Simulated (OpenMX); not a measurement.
## MoS2 under changes of volume

One of the cells (17.864 Å³/atom); the others are scaled copies at fixed shape and fractional positions:

```xyz
6
Lattice="3.1690 0.0000 0.0000 -1.5845 2.7444 0.0000 0.0000 0.0000 12.3240" Properties=species:S:1:pos:R:3 pbc="T T T"
Mo    1.5845    0.9148    9.2430
Mo    0.0000    1.8296    3.0810
S     1.5845    0.9148    4.6461
S     0.0000    1.8296   10.8081
S     1.5845    0.9148    1.5159
S     0.0000    1.8296    7.6779
```

- Program: OpenMX 3.8.5
- Functional: LDA
- Potentials or basis: OpenMX 2013 LDA set, Mo7.0-s3p2d2, S7.0-s2p2d1f1, fixed grid of 32 × 32 × 147 points
- k mesh: 11 × 11 × 3
- Occupations: fermi-dirac, width 0.05 eV
- Spin: no spin polarisation

| volume (Å³/atom) | energy over the lowest point (meV/atom) | gap on the mesh (eV) | largest force (eV/Å) |
| --- | --- | --- | --- |
| 16.792 | 16.58 | 0.76 | 1.065 |
| 17.149 | 4.12 | 0.78 | 0.664 |
| 17.507 | 0.00 | 0.80 | 0.294 |
| 17.864 | ? | ? | ? |
| 18.221 | 13.32 | 0.84 | 0.362 |
| 18.578 | 29.28 | 0.86 | 0.653 |
| 18.936 | 50.55 | 0.87 | 0.920 |

Question: What does the run at 17.864 Å³/atom give?

Answer: Energy over the lowest point 3.32 meV/atom; gap on the mesh 0.82 eV; largest force 0.047 eV/Å.

Worked out: A Birch-Murnaghan fit of order 3 (a polynomial in V^(-2/3)) to the other rows has its minimum at 17.52 Å³/atom with B0 = V·E''(V) = 163 GPa and B' = 4.6 at fixed shape and positions, which overstates the stiffness. It gives 3.34 meV/atom at 17.864 Å³/atom, against the run's 3.32. A straight line through the other rows of the gap, of slope 0.946 eV per unit of ln V, gives 0.82 eV, against the run's 0.82.

Energies are extrapolated to zero smearing.

Caveats: an odd mesh through Γ misses points on the zone boundary, where band edges often lie; the basis of atomic orbitals isn't converged, which shifts pressures, moduli and gaps; forces of over 1 eV/Å show positions far from the minimum, so gaps and moduli don't describe the material at rest (some runs). Spin-orbit coupling on Mo is left out.
